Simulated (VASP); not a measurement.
The system is BAs.

```
As B
1.0
     0.00000    2.38850    2.38850
     2.38850    0.00000    2.38850
     2.38850    2.38850    0.00000
As B
1 1
Cartesian
  3.5827 3.5827 3.5827
  0.0000 0.0000 0.0000
```

```yaml
Program: VASP 6.6.1
Task: relaxation of cell and atoms
Functional: LAK
Potentials_or_basis: VASP PAW PBE potentials, release 64 (As, B)
Cutoff: 600 eV
k_mesh: 10 × 10 × 10
Occupations: fermi-dirac, width 0.05 eV
Spin: no spin polarisation
```

At the start: pressure 4.8 GPa; volume 13.63 Å³/atom.

Q: How do energy, volume and symmetry change on relaxing?

A: Over 3 steps the energy falls by 6.6 meV/atom and the volume is 14.08 Å³/atom (+3.3 %); space group F-43m (No. 216, to 0.05 Å).

Step by step:
```tsv
step	energy change (eV)	largest force (eV/Å)	pressure (GPa)	volume (Å³)
1	0.0000	0.0000	4.79	27.25
2	-0.0055	0.0000	-3.30	28.89
3	-0.0132	0.0000	0.01	28.16
```

Final structure:
```
CELL_PARAMETERS angstrom
0.00000 2.41483 2.41483
2.41483 0.00000 2.41483
2.41483 2.41483 0.00000
ATOMIC_POSITIONS crystal
As 0.75000 0.75000 0.75000
B 0.00000 0.00000 0.00000
```

Caveat: the PAW data sets were made with another functional, which shifts forces and pressure a little.
